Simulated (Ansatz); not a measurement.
**What do other settings change for bare MgSe nanowire along [001] (64 atoms)?**

The cell holds 64 atoms: 32 Mg and 32 Se. Its edges and angles: a = 18.177 Å, b = 18.177 Å, c = 10.902 Å, α = 90.0°, β = 90.0°, γ = 90.0°. It derives from MgSe (rock-salt). Square section of size parameter 4.53 Å cut from rock-salt MgSe (a = 5.451 Å) along [001], 2 periods, 10 Å of vacuum; not relaxed, displaced by a Gaussian of 0.02 Å. Vacuum lies along a and b. The structure repeats along c.

Geometry: as built.

Reference run: Kohn-Sham DFT, PBE, PAW (set soft_2, large core), plane waves (Ansatz 0.2.0), cutoff 420 eV, k-mesh 1×1×2, fermi-dirac smearing of 0.05 eV.

| Item | Value |
| --- | --- |
| r.m.s. force component | 0.3425 eV/Å |
| gap (highest filled to lowest empty level) | 1.703 eV |
| SCF cycles | 11 |
| time | 53 s on 8 threads of Arm Neoverse V2, shared host |

The database entry behind the starting cell differs from other determinations of this structure, so it need not match the best structure at room temperature.

**Question.** The cell is repeated and solved at Γ. How do error, time and memory go?
- plane waves, 64 atoms (1×1×1)
- support functions, 64 atoms (1×1×1)
- plane waves, 128 atoms (1×1×2)
- support functions, 128 atoms (1×1×2)

Differences are against the typed cell on a 1×1×2 mesh, which samples like Γ on 128 atoms (r.m.s. force component 0.342 eV/Å, gap 1.70 eV). Every repeated cell is solved at Γ, and forces are averaged over the copies of each atom. Hardware: 8 threads of Arm Neoverse V2, shared host.

| atoms | repeats | basis | Δ force, r.m.s. (meV/Å) | Δ energy (meV/atom) | less plane waves of the same size (meV/atom) | gap (eV) | spread among copies (meV/Å) | SCF cycles | time | host memory (GiB) |
| --- | --- | --- | --- | --- | --- | --- | --- | --- | --- | --- |
| 64 | 1×1×1 | plane waves | 10.5 | -1.28 | - | 1.76 | - | 11 | 17 s | 3.4 |
| 64 | 1×1×1 | support functions | 10.3 | -1.93 | -0.65 | 1.76 | - | 13 | 63 s | 4.8 |
| 128 | 1×1×2 | plane waves | 0.005 | 0 | - | 1.70 | 0 | 11 | 83 s | 9.4 |
| 128 | 1×1×2 | support functions | 0.412 | -0.648 | -0.65 | 1.70 | 0.022 | 14 | 2.5 min | 8.0 |

Repeating the cell at Γ samples more k-points: in plane waves the energy difference from the dense mesh goes from -1.28 meV/atom at 64 atoms to 0 at 128, and the force difference from 10 to 0.005 meV/Å; the gap goes from 1.76 to 1.70 eV. The largest repeat holds the very k-points of the reference's mesh, so its agreement is an identity, not a test of convergence. At equal size the support functions lie 0.65 meV/atom below plane waves, as their grid holds more waves than 420 eV. At the largest size the support functions' forces differ from the reference by 0.12 % of the r.m.s. force, where they sample the same k-points.

[Hosts, paths, dates, database ids (printed as entryN), source tags and the programs' standing remarks are cut or masked in the printed files.]
